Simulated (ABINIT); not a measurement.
# WS2 (R3m) in ABINIT: notebook, part 2 of 2

ABINIT 10.8.3 (patched build). Earlier steps stand in the parts before.

### 5 Single point, LDA

The input, run.abi:

```
# Pseudopotentials
pp_dirpath "./"
pseudos "W.upf, S.upf"

# Structure
acell 3*1.0
rprim
     2.9838775508     1.7227425073    11.6470120147
    -2.9838775508     1.7227425073    11.6470120147
     0.0000000000    -3.4454850143    11.6470120147
ntypat 2
znucl 74 16
natom 3
typat 1 2 2
xcart
     0.0000000000     0.0000000000     0.0000000000
     0.0000000000     0.0000000001    20.3007419416
     0.0000000000     0.0000000001    26.2162593439

# Plane-wave basis
ecut 30.0

# k points
kptopt 1
ngkpt 8 8 8
nshiftk 1
shiftk 0.0 0.0 0.0

# Exchange and correlation
ixc 7

# Bands and occupations
nband 17
occopt 3
tsmear 0.05 eV

# SCF cycle
nstep 100
tolvrs 1.0e-10

# Output
iomode 3
prtwf 0
prteig 0
prtebands 0
enunit 2
prtden 1
prtvha 1
prtvclmb 1
prtpot 1
prtelf 1
```

Potentials or basis: PseudoDojo NC SR LDA v0.4.1 standard.

Run with:

```sh
> mpirun --bind-to none -np 4 abinit run.abi > log 2>&1
```

run.abo:

```text
.Version 10.8.3 of ABINIT
 Symmetries : space group R3 m (#160); Bravais hR (rhombohedral)
================================================================================
 Values of the parameters that define the memory need of the present run
     intxc =       0    ionmov =       0      iscf =       7    lmnmax =       8
     lnmax =       8     mgfft =      60  mpssoang =       4    mqgrid =    3001
     natom =       3  nloc_mem =       1    nspden =       1   nspinor =       1
    nsppol =       1      nsym =       6    n1xccc =    2501    ntypat =       2
    occopt =       3   xclevel =       1
       mpw =        2851          nfft =      216000          nkpt =          65
================================================================================
================================================================================

--------------------------------------------------------------------------------
------------- Echo of variables that govern the present computation ------------
--------------------------------------------------------------------------------
 -outvars: echo values of preprocessed input variables --------
            acell      1.0000000000E+00  1.0000000000E+00  1.0000000000E+00 Bohr
              amu      1.83850000E+02  3.20660000E+01
             ecut      3.00000000E+01 Hartree
           enunit           2
                       outvar_i_n : Printing only first  50 k-points.
              ixc           7
                       outvar_i_n : Printing only first  50 k-points.
         kptrlatt        8    0    0      0    8    0      0    0    8
          kptrlen      4.77420408E+01
            natom           3
            nband          17
            ngfft          60      60      60
             nkpt          65
            nstep         100
             nsym           6
           ntypat           2
                       prtocc : prtvol=0, do not print more k-points.
           occopt           3
        prtebands           0
           prteig           0
           prtelf           1
           prtpot           1
         prtvclmb           1
           prtvha           1
            prtwf           0
            rprim      2.9838775508E+00  1.7227425073E+00  1.1647012015E+01
[... 166 lines left out ...]
 frms,max,avg= 2.7717932E-01 5.9267267E-01   0.000E+00  0.000E+00 -7.320E-08 e/A
 length scales=  1.000000000000  1.000000000000  1.000000000000 bohr
              =  0.529177210544  0.529177210544  0.529177210544 angstroms
 Fermi (or HOMO) energy (hartree) =   0.36008   Average Vxc (hartree)=  -0.42174
 Eigenvalues (hartree) for nkpt=  65  k points:
 kpt#   1, nband= 17, wtk=  0.00195, kpt=  0.0000  0.0000  0.0000 (reduced coord)
  -2.40043   -1.08692   -1.07996   -1.07996   -0.23152   -0.15738    0.06022    0.21207
   0.21207    0.25807    0.25807    0.28565    0.29674    0.42200    0.42200    0.43526
   0.43526
      occupation numbers for kpt#   1
   2.00000    2.00000    2.00000    2.00000    2.00000    2.00000    2.00000    2.00000
   2.00000    2.00000    2.00000    2.00000    2.00000    0.00000    0.00000    0.00000
   0.00000
 prteigrs : prtvol=0 or 1, do not print more k-points.

 Fermi (or HOMO) energy (eV) =   9.79832   Average Vxc (eV)= -11.47610
 Eigenvalues (   eV  ) for nkpt=  65  k points:
 kpt#   1, nband= 17, wtk=  0.00195, kpt=  0.0000  0.0000  0.0000 (reduced coord)
 -65.31904  -29.57654  -29.38734  -29.38734   -6.30001   -4.28265    1.63869    5.77078
   5.77078    7.02232    7.02232    7.77298    8.07474   11.48333   11.48333   11.84413
  11.84413
 prteigrs : prtvol=0 or 1, do not print more k-points.

--- !EnergyTerms
iteration_state     : {dtset: 1, }
comment             : Components of total free energy in Hartree
kinetic             :  2.81501473368043E+01
hartree             :  2.57956198619409E+01
xc                  : -2.28521807540714E+01
Ewald energy        : -5.99631140756220E+01
psp_core            :  2.06776640105475E+00
local_psp           : -8.71105574812592E+01
non_local_psp       :  1.57699465783246E+01
internal            : -9.81423721328280E+01
'-kT*entropy'       : -1.71407641648277E-08
total_energy        : -9.81423721499688E+01
total_energy_eV     : -2.67058999566961E+03
band_energy         : -9.17828936117780E+00
...

 Cartesian components of stress tensor (hartree/bohr^3)
  sigma(1 1)=  1.43079601E-04  sigma(3 2)= -5.06503559E-14
  sigma(2 2)=  1.43079601E-04  sigma(3 1)=  0.00000000E+00
  sigma(3 3)=  1.27907204E-04  sigma(2 1)=  0.00000000E+00

-Cartesian components of stress tensor (GPa)         [Pressure= -4.0608E+00 GPa]
- sigma(1 1)=  4.20954721E+00  sigma(3 2)= -1.49018492E-09
- sigma(2 2)=  4.20954721E+00  sigma(3 1)=  0.00000000E+00
- sigma(3 3)=  3.76315986E+00  sigma(2 1)=  0.00000000E+00

== END DATASET(S) ==============================================================
================================================================================

 -outvars: echo values of variables after computation  --------
            acell      1.0000000000E+00  1.0000000000E+00  1.0000000000E+00 Bohr
           etotal     -9.8142372150E+01
            fcart      1.2086407883E-18 -3.0862332220E-21 -1.1341137867E-02
                      -1.2579225577E-18  7.3054511554E-19  1.1525648424E-02
                       4.9281769393E-20 -7.2745888232E-19 -1.8451055690E-04
            rprim      2.9838775508E+00  1.7227425073E+00  1.1647012015E+01
                      -2.9838775508E+00  1.7227425073E+00  1.1647012015E+01
                       0.0000000000E+00 -3.4454850143E+00  1.1647012015E+01
           strten      1.4307960147E-04  1.4307960135E-04  1.2790720383E-04
                      -5.0650355851E-14  0.0000000000E+00  0.0000000000E+00
           xangst      0.0000000000E+00  0.0000000000E+00  0.0000000000E+00
                       4.7897391500E-17  9.2235694420E-11  1.0742689993E+01
                      -3.3059644659E-17  1.1911247945E-10  1.3873046991E+01
             xred      0.0000000000E+00  0.0000000000E+00  0.0000000000E+00
                       5.8100000000E-01  5.8100000000E-01  5.8100000000E-01
                       7.5030000000E-01  7.5030000000E-01  7.5030000000E-01
 Calculation completed.
```

Wall time 50 s (4 MPI ranks of Intel Xeon 6975P-C (Granite Rapids), shared host); peak memory 0.48 GiB.

What came out:

* Free energy: -2670.5900 eV
* Pressure: -4.1 GPa
* Largest force: 0.593 eV/Å
* Band gap on the k mesh: 1.10 eV, indirect (least direct gap 2.28 eV)
* Valence electrons inside the program's atomic spheres: W 10.19; S 3.94, 3.97

Forces in eV/Å, atoms in the order of the input:
```
W    0.000  0.000 -0.583
S    0.000  0.000  0.593
S    0.000  0.000 -0.009
```

Levels at points of the mesh, in eV from the valence-band top:
```
           k point  band 11  band 12  band 13  band 14  band 15  band 16
(0.00, 0.00, 0.00)    -2.30    -1.55    -1.24     2.16     2.16     2.53
(0.50, 0.00, 0.00)    -2.55    -1.79    -1.72     2.25     2.54     3.54
(0.50, 0.50, 0.00)    -3.17    -1.99    -1.53     2.21     2.65     3.14
(0.50, 0.50, 0.50)    -2.26    -2.26     0.00     2.28     2.28     2.36
```

Caveat: spin-orbit coupling is left out, which moves the levels of the heavy elements. A k mesh can miss the band edges.

### 6 The runs side by side

| level | potentials or basis | cutoff (eV) | fine-grid cutoff | gap on the mesh (eV) | pressure (GPa) | largest force (eV/Å) |
| --- | --- | --- | --- | --- | --- | --- |
| PBEsol | PseudoDojo NC SR PBEsol v0.4.1 standard | 844 | - | 1.12 | -0.7 | 0.60 |
| LDA | JTH PAW LDA v2.0 | 435 | 870.764 eV | 1.10 | -4.0 | 0.58 |
| LDA | PseudoDojo NC SR LDA v0.4.1 standard | 816 | - | 1.10 | -4.1 | 0.59 |

Alike in all rows: task single point; no spin polarisation; cell as given; k mesh 8 × 8 × 8; smearing fermi-dirac 0.05 eV.

Caveats: spin-orbit coupling is left out, which moves the levels of the heavy elements; the cutoff is short for stress, so the pressure is rough (some runs).

Total energies depend on the potentials used, so only differences within one code and one set of settings carry meaning.
